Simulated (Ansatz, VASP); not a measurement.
# One calculation of As, two programs

The input INCAR:

```
  PREC = Accurate
  ENCUT = 520
  EDIFF = 1E-6
  ISMEAR = 0
  SIGMA = 0.1
  LREAL = False
  LASPH = True
  NELM = 100
  ALGO = Normal
  ISIF = 2
  LWAVE = False
  LCHARG = False
  GGA = PE
  NBANDS = 12
```

The input KPOINTS:

```
regular mesh
0
Gamma
  4 4 6
```

Contents of POSCAR:

```
As
1.0
    3.7556783300      0.0000000000      0.0000000000
    0.0000000000      3.7556783300      0.0000000000
    0.0000000000      0.0000000000      3.0841830900
As
2
Direct
    0.5000000000      0.0000000000      0.8384739100
    0.0000000000      0.5000000000      0.1615260900
```

Input for Ansatz:

```yaml
crystal:
  lattice:
    - [3.75567833, 0.0, 0.0]
    - [0.0, 3.75567833, 0.0]
    - [0.0, 0.0, 3.08418309]
  atoms:
    - { symbol: As, position: [0.5, 0.0, 0.83847391] }
    - { symbol: As, position: [0.0, 0.5, 0.16152609] }
basis:
  ecutwfc: 420
kpoints:
  mp_grid: { grid: [4, 4, 6] }
hamiltonian:
  xc: pbe
scf:
  occupations: { method: gaussian, width: 0.1 }
  lower_state_search: "off"
output:
  forces: true
  stress: true
  eigenvalues: true
```

Alike in both runs: task single point; functional PBE; k mesh 4 × 4 × 6; occupations gaussian, width 0.1 eV; no spin polarisation.

```csv
,VASP,Ansatz
version,VASP 6.6.1,Ansatz 0.2.0
potentials or method,"VASP PAW PBE potentials, release 64 (As)","scalar-relativistic, plane waves, PAW"
plane-wave cutoff (eV),520,420
valence electrons in the cell,10,30
```

|  | VASP | Ansatz | Ansatz less VASP |
| --- | --- | --- | --- |
| gap on the k mesh at the Fermi level (eV) | none | none | - |
| pressure (GPa) | -5.2 | -5.2 | -0.04 |
| largest component of the traceless stress (GPa) | 4.13 | 4.11 | -0.020 |
| rms of the force components (eV/Å) | 0.451 | 0.454 | +0.0027 |

Atom by atom the forces differ by 0.003 eV/Å (rms over components). A gap of «none» marks a metal or a gap that the smearing closes. The two sets of potentials don't hold the same shells in valence.

Caveats: the k mesh is coarse (spacing up to 0.42 Å⁻¹), so the values aren't converged.
